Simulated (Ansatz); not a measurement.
Set up this calculation in Ansatz 0.2.0, as the native input.

| Item | Value |
| --- | --- |
| Task | band structure |
| Functional | PBEsol |
| Potentials or basis | all-electron LAPW, relativistic spinors |
| Cutoff | 261 eV (chosen from the basis error) |
| Basis error allowed | 0.001 eV/atom |
| k mesh | 8 × 8 × 4 |
| Occupations | fermi-dirac, width 0.05 eV |
| Spin | spin-orbit coupling, no magnetisation |

The system is Tc.

```xyz
2
Lattice="2.7400 0.0000 0.0000 -1.3700 2.3729 0.0000 0.0000 0.0000 4.3980" Properties=species:S:1:pos:R:3 pbc="T T T"
Tc    1.3700    0.7910    3.2985
Tc    0.0000    1.5819    1.0995
```

These files were run (other wordings do the same):

input.yaml

```yaml
crystal:
  lattice:
    - [2.74, 0.0, 0.0]
    - [-1.37, 2.3729096064, 0.0]
    - [0.0, 0.0, 4.398]
  atoms:
    - { symbol: Tc, position: [0.6666666667, 0.3333333333, 0.75] }
    - { symbol: Tc, position: [0.3333333333, 0.6666666667, 0.25] }
kpoints:
  mp_grid: { grid: [8, 8, 4] }
  band_path:
    path:
      - [0.0, 0.0, 0.0]
      - [0.5, 0.0, 0.0]
      - [0.3333333333, 0.3333333333, 0.0]
      - [0.0, 0.0, 0.0]
      - [0.0, 0.0, 0.5]
      - [0.5, 0.0, 0.5]
      - [0.3333333333, 0.3333333333, 0.5]
      - [0.0, 0.0, 0.5]
    npoints: 12
scf:
  occupations: { method: fermi_dirac, width: 0.05 }
hamiltonian:
  xc: pbesol
  pseudopotentials: { kind: all_electron, lapw: { basis_error: 0.001 } }
magnetization:
  noncollinear: true
  spin_orbit: true
output:
  forces: true
  stress: true
  eigenvalues: true
```

Potentials or basis: all-electron LAPW, relativistic spinors.

Run with:

```console
$ ansatz run input.yaml --threads 1 --pin off --max-ram 3072MiB --backend cpu --events-out ev --progress --plain --runs-dir out
```

Results of the run:

The pressure is -7.1 GPa and the band gap along the path is none (metal or under the smearing width).

Caveat: the k mesh is thin for a metal, which can move the energy by tens of meV per atom.

It took 80 s on 1 thread of Intel(R) Xeon(R) 6975P-C (Granite Rapids) (shared host), peak memory 0.68 GiB.
